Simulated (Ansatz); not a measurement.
CdO (Monteponite):

```
CELL_PARAMETERS angstrom
0.00000 2.34950 2.34950
2.34950 0.00000 2.34950
2.34950 2.34950 0.00000
ATOMIC_POSITIONS crystal
Cd 0.00000 0.00000 0.00000
O 0.50000 0.50000 0.50000
```

Program: Ansatz 0.2.0. Alike in all runs: no spin polarisation; cell as given. Hardware: 1 thread of Arm Neoverse V1, with other jobs on the host.

Q: Order these runs on this cell by their wall time, lowest first.
A. task projected density of states; level HSE06+D3(BJ); potentials or basis Ansatz NC; k mesh 6 × 6 × 6; cutoff (eV) 1240; smearing gaussian 0.02 eV; mesh quality not flagged
B. task projected density of states; level r2SCAN+rVV10; potentials or basis Ansatz PAW; k mesh 10 × 10 × 10; cutoff (eV) 500; smearing fixed; other keys scf.lower_state_search = light; mesh quality not flagged
C. task band structure; level PBEsol; potentials or basis Ansatz PAW; k mesh 6 × 6 × 6; cutoff (eV) 600; smearing cold 0.05 eV; points for each segment of the path 4; other keys kpoints.mp_grid.shift = [0.5, 0.5, 0.5]; hamiltonian.xc = pbesol; …; mesh quality coarse

A: C (2.3 s), B (8.1 s), A (51 s).

Caveats: some runs use coarse meshes.

Runs at the PBE level aren't shown here.
